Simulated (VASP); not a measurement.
## AlRu: relaxation of the atoms with PBE+D2

AlRu, a slab with vacuum:

```xyz
8
Lattice="2.9916 0.0000 0.0000 0.0000 2.9916 0.0000 0.0000 0.0000 25.4706" Properties=species:S:1:pos:R:3 pbc="T T T"
Ru    1.4958    1.4958    7.5000
Ru    1.4958    1.4958   10.4916
Ru    1.4958    1.4958   13.4832
Ru    1.4958    1.4958   16.4748
Al    0.0000    0.0000    8.9958
Al    0.0000    0.0000   11.9874
Al    0.0000    0.0000   14.9790
Al    0.0000    0.0000   17.9706
```

```json
{"Program": "VASP 6.6.1", "Task": "relaxation of the atoms", "Functional": "PBE", "Dispersion": "D2", "Potentials or basis": "VASP PAW PBE potentials, release 64 (Ru_pv, Al)", "Cutoff": "520 eV", "k mesh": "7 × 7 × 1", "Occupations": "fermi-dirac, width 0.05 eV", "Spin": "no spin polarisation", "Dipole correction": "yes", "Atoms held fixed (from 0)": "[0, 4, 1, 5]", "Further INCAR settings": "ALGO = Fast; EDIFF = 1e-07; IBRION = 2; EDIFFG = -0.01; NSW = 40"}
```

```
Energy gained by relaxing  : 22.8 meV/atom
Ionic steps                : 13
Band gap on the k mesh     : none (metal or under the smearing width)
Dispersion energy per atom : -0.395 eV
```

The path:
```tsv
step	energy change (eV)	largest force (eV/Å)	pressure (GPa)
1	0.0000	1.3766	-3.11
2	-0.1293	0.7731	-2.77
3	-0.1602	0.7578	-2.36
4	-0.1671	0.7588	-2.25
5	-0.1716	0.7605	-2.03
6	-0.1737	0.7592	-2.01
7	-0.1759	0.7567	-1.96
8	-0.1775	0.7566	-1.91
9	-0.1809	0.7564	-1.76
10	-0.1805	0.7557	-1.44
11	-0.1819	0.7561	-1.62
12	-0.1823	0.7560	-1.57
13	-0.1826	0.7557	-1.49
```

Final structure:
```yaml
crystal:
  lattice:
    - [2.99160, 0.00000, 0.00000]
    - [0.00000, 2.99160, 0.00000]
    - [0.00000, 0.00000, 25.47060]
  atoms:
    - { symbol: Ru, position: [0.50000, 0.50000, 0.29446] }
    - { symbol: Ru, position: [0.50000, 0.50000, 0.41191] }
    - { symbol: Ru, position: [0.50000, 0.50000, 0.52797] }
    - { symbol: Ru, position: [0.50000, 0.50000, 0.64729] }
    - { symbol: Al, position: [0.00000, 0.00000, 0.35318] }
    - { symbol: Al, position: [0.00000, 0.00000, 0.47064] }
    - { symbol: Al, position: [0.00000, 0.00000, 0.58553] }
    - { symbol: Al, position: [0.00000, 0.00000, 0.69644] }
```

Levels at points of the mesh, in eV from the Fermi level:
| k point | band 31 | band 32 | band 33 | band 34 | band 35 | band 36 | band 37 | band 38 |
| --- | --- | --- | --- | --- | --- | --- | --- | --- |
| (0.00, 0.00, 0.00) | -0.05 | 0.00 | 0.13 | 0.13 | 0.21 | 0.35 | 0.71 | 0.81 |

It took 13 min on 1 thread of AMD EPYC 9R45 96-Core Processor (Zen 5), on a shared host, peak memory 0.36 GiB.

Caveat: atom-pairwise D2, TS and ULG terms overbind metals.
